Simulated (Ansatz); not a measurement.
CsH (Fm-3m), two-dimensional strain map

Theory: DFT r2SCAN, scalar-relativistic, plane waves, PAW (Ansatz). Settings: plane waves to 500 eV, k-mesh 6×6×6 (Γ-centred), Gaussian smearing 0.05 eV. No spin polarisation. Energies are free energies at this smearing, counted from the undisturbed cell; pressure is positive in compression.

The undisturbed cell (relaxed at this level):

```
Cs H
1.0
     0.00000    3.18800    3.18800
     3.18800    0.00000    3.18800
     3.18800    3.18800    0.00000
Cs H
1 1
Cartesian
  0.0000 0.0000 0.0000
  3.1880 3.1880 3.1880
```

The cell is strained by p along both x and y and by q along z, fractional coordinates fixed. Points are written (p, q).

p was sampled at -0.080, -0.040, 0.000, 0.040 and q at -0.080, -0.040, 0.000, 0.040, 0.080.

Where on the computed points is the energy highest, and how high?

At (-0.080, -0.080): 72.1 meV/atom.

Away from (0, 0), which computed point is lowest?

(0.000, 0.040): 3.3 meV/atom.

The map, in meV/atom:

| p \ q | -0.080 | -0.040 | 0.000 | 0.040 | 0.080 |
| --- | --- | --- | --- | --- | --- |
| -0.080 | 72.1 | 53.4 | 46.7 | 47.8 | 53.6 |
| -0.040 | 34.7 | 16.2 | 10.3 | 12.3 | 19.2 |
| 0.000 | 22.2 | 4.8 | 0.0 | 3.3 | 11.6 |
| 0.040 | 26.6 | 10.6 | 7.4 | 12.3 | 22.2 |